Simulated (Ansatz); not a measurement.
**Could SiNi exist in this structure?**

Plane-wave DFT in Ansatz with scalar-relativistic PAW potentials. The crystal relaxes under PBE to Pmmn with a = 3.055 Å, b = 3.258 Å, c = 4.709 Å, 11.72 Å³/atom. No spin polarisation.

```cif
data_structure
_symmetry_space_group_name_H-M 'Pmmn:1'
_symmetry_Int_Tables_number 59
_cell_length_a 3.0553
_cell_length_b 3.2583
_cell_length_c 4.7094
_cell_angle_alpha 90.000
_cell_angle_beta 90.000
_cell_angle_gamma 90.000
_cell_volume 46.88
loop_
_atom_site_label
_atom_site_type_symbol
_atom_site_symmetry_multiplicity
_atom_site_Wyckoff_symbol
_atom_site_fract_x
_atom_site_fract_y
_atom_site_fract_z
_atom_site_occupancy
Si1 Si 2 a 0.50000 0.50000 0.84318 1
Ni1 Ni 2 a 0.50000 0.50000 0.34231 1
```

Task: Test it against the elements, against displacements at the zone centre and against strain.

Result:
- Energy over the elements: -0.454 eV/atom (PBE, standard states in the same functional, gases uncorrected)
- Optical modes at Γ: all 9 real, 174 to 400 cm⁻¹ (PBE, no gap at this level, so no LO-TO term)
- Least eigenvalue of the elastic tensor: 25 GPa (PBE, smearing 0.15 eV on a cell relaxed with it; where the run has no gap this value hangs on mesh and smearing)

It passes all three tests. So it is a local minimum against everything tried and bound against the elements. Modes at other wave vectors, other structures and decomposition into other compounds weren't tested here.

This form isn't the usual stable structure of the compound.